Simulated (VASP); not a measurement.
# BAs: forms and broadenings of the independent-particle spectrum

BAs, F-43m (no. 216), 2 atoms in the cell. PBE, independent-particle dielectric function; PAW potentials As, B (PBE set).

## Input

INCAR.step1:
```
  PREC = Accurate
  ENCUT = 370
  ISMEAR = 0
  SIGMA = 0.02
  EDIFF = 1E-8
  LASPH = True
  KPAR = 4
  LWAVE = False
  LCHARG = False
  LEPSILON = True
```

INCAR.step2, as INCAR.step1 but for:
```
- LWAVE = False
- LEPSILON = True
+ LWAVE = True
+ NBANDS = 36
```

INCAR.step3:
```
  PREC = Accurate
  ENCUT = 370
  ISMEAR = 0
  SIGMA = 0.02
  EDIFF = 1E-7
  LASPH = True
  KPAR = 4
  LWAVE = False
  LCHARG = False
  LOPTICS = True
  NBANDS = 36
  NEDOS = 2000
  CSHIFT = 0.1
  ALGO = None
  NELM = 1
  ISTART = 1
```

INCAR.step4, as INCAR.step3 but for:
```
+ LNABLA = True
```

INCAR.step5, as INCAR.step4 but for:
```
- LNABLA = True
+ LPEAD = True
+ IPEAD = 1
```

INCAR.step6, as INCAR.step5 but for:
```
- IPEAD = 1
+ IPEAD = 3
```

INCAR.step7 changes the same tag again: IPEAD = 4.

INCAR.step8, as INCAR.step7 but for:
```
- CSHIFT = 0.1
- LPEAD = True
- IPEAD = 4
+ CSHIFT = 0.3
```

INCAR.step9, as INCAR.step8 but for:
```
- CSHIFT = 0.3
+ CSHIFT = 0.05
```

INCAR.step10 changes the same tag again: CSHIFT = 0.5.

INCAR.step11, as INCAR.step10 but for:
```
- ISMEAR = 0
- CSHIFT = 0.5
+ ISMEAR = -5
+ CSHIFT = 0.1
```

INCAR.step12, as INCAR.step11 but for:
```
- ISMEAR = -5
- SIGMA = 0.02
+ ISMEAR = 0
+ SIGMA = 0.2
```

INCAR.step13, as INCAR.step12 but for:
```
- SIGMA = 0.2
+ SIGMA = 0.02
+ OMEGAMAX = 12
```

INCAR.step14, as INCAR.step13 but for:
```
- OMEGAMAX = 12
+ OMEGAMAX = 60
```

KPOINTS:
```
k-points
0
Gamma
  12 12 12
```

POSCAR:
```
BAs
1.0
    0.0000000000      2.3885000000      2.3885000000
    2.3885000000      0.0000000000      2.3885000000
    2.3885000000      2.3885000000      0.0000000000
As B
1 1
Direct
    0.7500000000      0.7500000000      0.7500000000
    0.0000000000      0.0000000000      0.0000000000
```

Commands (each step's output is kept before the next begins):
```
cat potpaw_PBE.64/As/POTCAR potpaw_PBE.64/B/POTCAR > POTCAR
cp INCAR.step1 INCAR
mpirun -np 4 vasp_std > vasp.out
rm WAVECAR CHG
cp INCAR.step2 INCAR
mpirun -np 4 vasp_std > vasp.out
cp INCAR.step3 INCAR
mpirun -np 4 vasp_std > vasp.out
cp INCAR.step4 INCAR
mpirun -np 4 vasp_std > vasp.out
cp INCAR.step5 INCAR
mpirun -np 4 vasp_std > vasp.out
cp INCAR.step6 INCAR
mpirun -np 4 vasp_std > vasp.out
cp INCAR.step7 INCAR
mpirun -np 4 vasp_std > vasp.out
cp INCAR.step8 INCAR
mpirun -np 4 vasp_std > vasp.out
cp INCAR.step9 INCAR
mpirun -np 4 vasp_std > vasp.out
cp INCAR.step10 INCAR
mpirun -np 4 vasp_std > vasp.out
cp INCAR.step11 INCAR
mpirun -np 4 vasp_std > vasp.out
cp INCAR.step12 INCAR
mpirun -np 4 vasp_std > vasp.out
cp INCAR.step13 INCAR
mpirun -np 4 vasp_std > vasp.out
cp INCAR.step14 INCAR
mpirun -np 4 vasp_std > vasp.out
```

## Result

- Direct gap on the mesh (eV): 3.28
- Gap on the mesh (eV): 1.18
- Bands: 36

One ground state, settings moved in the last step alone:

| Settings | ε at zero frequency | Mean energy of the absorption, weighted by Im ε (eV) | Time (s) |
|---|---|---|---|
| longitudinal form, CSHIFT 0.1 | 10.08 | 6.75 | 2 |
| transversal form (LNABLA) | 10.13 | 6.79 | 2 |
| finite differences (LPEAD), order 1 | 9.62 | 6.96 | 3 |
| finite differences (LPEAD), order 3 | 10.01 | 6.77 | 4 |
| finite differences (LPEAD), order 4 | 10.02 | 6.77 | 5 |
| CSHIFT 0.3 | 10.05 | 6.81 | 2 |
| CSHIFT 0.05 | 10.08 | 6.74 | 2 |
| CSHIFT 0.5 | 10.01 | 6.88 | 2 |
| tetrahedron method | 9.81 | 6.92 | 2 |
| SIGMA 0.2 | 10.09 | 6.75 | 2 |
| OMEGAMAX 12, which cuts the spectrum short | 9.81 | – | 2 |
| OMEGAMAX 60 | 10.08 | 6.75 | 2 |

The mean energy covers the spectrum up to 20 eV.

On the same mesh, density-functional perturbation theory with local fields gives ε = 9.79.

VASP 6.6.1 took 100 s on 4 cores (Intel Xeon Platinum 8259CL @ 2.50GHz (Skylake/Cascade Lake)), a shared host.
